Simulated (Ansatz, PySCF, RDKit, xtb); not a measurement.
**C4H6: which of the isomers drawn lies lowest?**

A sample of isomers of C4H6 is drawn. Aim: find which of them has the lowest free energy at 298.15 K, then its properties. The sample is small against all isomers, and the most stable one of this formula need not be in it.

Plan: many cheap relaxations first (GFN2-xTB), then density-functional screening, relaxation at PBE0-D3(BJ)/def2-SVP, vibrations and a final energy. The numbers are computed, not measured.

## 1. Candidates

Isomers were taken from a list of plausible structures; this is a sample, not all of them. That gives 6 candidates.

```
label   SMILES     spin
 c125    C#CCC  singlet
 c561   C=CC=C  singlet
 c580  CC1C=C1  singlet
 c696   C=C=CC  singlet
 c757    CC#CC  singlet
 c961  C1=CCC1  singlet
```

Candidates are built by distance geometry, with a force field where one applies, in up to four conformers (letters a to d).

Q: Predict the outcome of this search (final energies at CCSD(T)/def2-TZVP).

| quantity | value |
| --- | --- |
| lowest structure found | C=CC=C, singlet, C2h |
| next finalist | CC#CC, singlet, 6.7 kcal/mol higher in G |
| share at equilibrium, among the finalists | 100.0 % |
| harmonic wavenumbers, lowest and highest (PBE0-D3(BJ)/def2-SVP) | 177 and 3270 cm⁻¹ |
| rotational constants, same geometry | 1.402, 0.1473, 0.1333 cm⁻¹ |
| dipole moment (PBE0/def2-TZVPD) | 0.00 D |
| HOMO energy (PBE0/def2-TZVPD) | -6.82 eV |
| LUMO energy (PBE0/def2-TZVPD) | -0.94 eV |
| HOMO–LUMO gap (PBE0/def2-TZVPD) | 5.87 eV |
| lowest excitation (TD-PBE0/def2-SVPD) | 5.86 eV (f = 0.685) |
| lowest triplet excitation, same level, Tamm-Dancoff | 3.10 eV |
| vertical ionisation energy | 8.85 eV |
| vertical electron affinity | -0.91 eV (unbound: the value depends on the basis) |
| vertical triplet less singlet | +3.16 eV |

`C=CC=C` comes out lowest. The margin of 6.7 kcal/mol over the next finalist is beyond the usual error of the last level; it says nothing of structures that weren't ranked. r2SCAN-D4/def2-SVP, PBE0-D3(BJ)/def2-SVP, HF/def2-TZVP and MP2/def2-TZVP already put its bonding pattern lowest among the structures in one piece; GFN2-xTB and HF/STO-3G favour the singlet C1=CCC1. Measured adiabatic value: 9.07 eV (a printed reference work, data compilation); the calculated vertical ionisation energy, 8.85 eV, differs by -0.22 eV. Unless marked vertical, the measured value is likely adiabatic, which lies below the vertical one, so the like-for-like miss differs. Measured heats of formation are 110 kJ/mol (298.15 K; CRC Handbook of Chemistry and Physics) for c561a and 145.76 kJ/mol (298.15 K; Active Thermochemical Tables 1.112) for c757a: a difference of +35.8 kJ/mol, against +35.7 calculated. The search is not exhaustive (a finite list of starts, one conformer a finalist), so a lower isomer can't be ruled out. Only 6 drawn patterns were tried, so whole families of isomers are missing, and the result ranks this sample alone. The lowest isomer need not be the one that is made and kept in a bottle, which depends on barriers.
